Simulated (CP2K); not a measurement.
CdS (Greenockite):

```
Cd S
1.0
     4.15000    0.00000    0.00000
    -2.07500    3.59401    0.00000
     0.00000    0.00000    6.73700
Cd S
2 2
Cartesian
  2.0750 1.1980 3.3685
  0.0000 2.3960 0.0000
  2.0750 1.1980 5.8949
  0.0000 2.3960 2.5264
```

Base run:

* Program: CP2K 2026.2
* Functional: PBE
* Potentials or basis: POTENTIAL_UZH Cd GTH-PBE-q12, S GTH-PBE-q6; TZVP-MOLOPT-PBE-GTH basis
* Density cutoff: 6123 eV
* k mesh: 7 × 7 × 4
* Occupations: fermi-dirac, width 0.05 eV
* Spin: no spin polarisation

Its results: band gap on the k mesh 1.19 eV, direct; pressure 2.6 GPa; largest force 0.071 eV/Å.

Q: The run is repeated on the same cell with these changes: functional from PBE to PBEsol; eps_default from 1.0E-10 to 1.0E-9. What comes out?

A: Band gap on the k mesh 1.03 eV, direct; pressure -0.1 GPa; largest force 0.069 eV/Å.

Caveats: the basis of atomic orbitals isn't converged, which shifts pressures, moduli and gaps; an odd mesh through Γ misses points on the zone boundary, where band edges often lie (some runs); the potentials were made for another functional, which shifts forces and pressure (some runs).

Not every run made on this cell is shown here.
